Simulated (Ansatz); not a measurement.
Zone-centre phonons of AlP at 3.2 GPa: input and output

Method: DFT PBEsol, scalar-relativistic, plane waves, PAW (Ansatz 0.2.0).

Launched with:
```bash
ansatz run input.yaml --threads 1 --pin off --max-ram 1228MiB --backend cpu --events-out ev --progress --plain --runs-dir out
```

Input (bare energies are in eV):
```yaml
crystal:
  lattice:
    - [0.0, 2.7045, 2.7045]
    - [2.7045, 0.0, 2.7045]
    - [2.7045, 2.7045, 0.0]
  atoms:
    - { symbol: Al, position: [0.0, 0.0, 0.0] }
    - { symbol: P, position: [0.25, 0.25, 0.25] }
basis:
  ecutwfc: 420
kpoints:
  mp_grid: { grid: [10, 10, 10] }
hamiltonian:
  xc: pbesol
scf:
  occupations: { method: fixed }
output:
  eigenvalues: true
phonons:
  method: dfpt
  dielectric: true
  rigid_motions: translations
  eigenvectors: true
```

The end of the output:
```
--- Phonons (Γ-DFPT): 2 representative perturbations + reference, on 171 of 1000 k-points (Σ response iterations 6) ---
  k mesh reduced under 4 symmetry operations, with k and −k counted as one. Each operation leaves every solved perturbation unchanged. A smaller set is not considered because the run solves the response ...
  ASR residual: 1.221e-4 → 0.000e0 eV/Å²; symmetrization residual: 3.826e-7 eV/Å²
  ASR residual per site (eV/Å²): 2.07e-5 1.22e-4
  Γ frequencies (cm⁻¹): 0.00 0.00 0.00 452.23 452.23 452.23
  ε∞ (high-frequency dielectric tensor):
        8.266724     0.000000    -0.000000
        0.000000     8.266724     0.000000
       -0.000000     0.000000     8.266724
  ε⁰ (static dielectric tensor: ions relaxed, cell fixed):
       10.333119    -0.000000    -0.000000
       -0.000000    10.333119     0.000000
       -0.000000     0.000000    10.333119
  ε⁰ − ε∞ (ionic part):
        2.066394    -0.000000     0.000000
       -0.000000     2.066394     0.000000
        0.000000     0.000000     2.066394
  softest optical mode at Γ: 452.23 cm⁻¹; the repairs (sum rule, projections) moved no ω² at Γ by more than (1.05 cm⁻¹)²
  Born effective charges Z* (e; rows j = field, columns β = displacement):
    site 0:
         2.21353   -0.00000   -0.00000
        -0.00000    2.21353    0.00000
         0.00000   -0.00000    2.21353
    site 1:
        -2.21353    0.00000    0.00000
         0.00000   -2.21353   -0.00000
        -0.00000    0.00000   -2.21353
  Z* charge neutrality: 3.821e-5 e pre-enforcement
  solved inside a basis spanned on kpoints, on 10×10×10 k-points, its susceptibility summed on 14×14×14: ε∞ is read to err by 2.2e-2, Z* by 7.2e-3 e (field_mesh: kpoints solves on kpoints); Z* is corrected for ...
  optical modes at Γ without the LO–TO term, one row a degenerate level:
      ω (cm⁻¹) modes IR ((D/Å)²/amu)
        452.23      3            23.5172
  optical modes at Γ + LO–TO along q̂ = [1.0000, 0.0000, 0.0000]:
      ω (cm⁻¹) modes IR ((D/Å)²/amu)
        452.23      2            15.6781
        505.60      1             7.8391
  optical modes at Γ + LO–TO along q̂ = [0.0000, 1.0000, 0.0000]:
      ω (cm⁻¹) modes IR ((D/Å)²/amu)
        452.23      2            15.6781
        505.60      1             7.8391
  optical modes at Γ + LO–TO along q̂ = [0.0000, 0.0000, 1.0000]:
      ω (cm⁻¹) modes IR ((D/Å)²/amu)
        452.23      2            15.6781
        505.60      1             7.8391
```

Time: 41 s on 1 thread of Intel(R) Xeon(R) Platinum 8259CL CPU @ 2.50GHz (Skylake/Cascade Lake), with other jobs on the host, peak memory 0.57 GiB.

The cell is the ideal cubic zincblende prototype.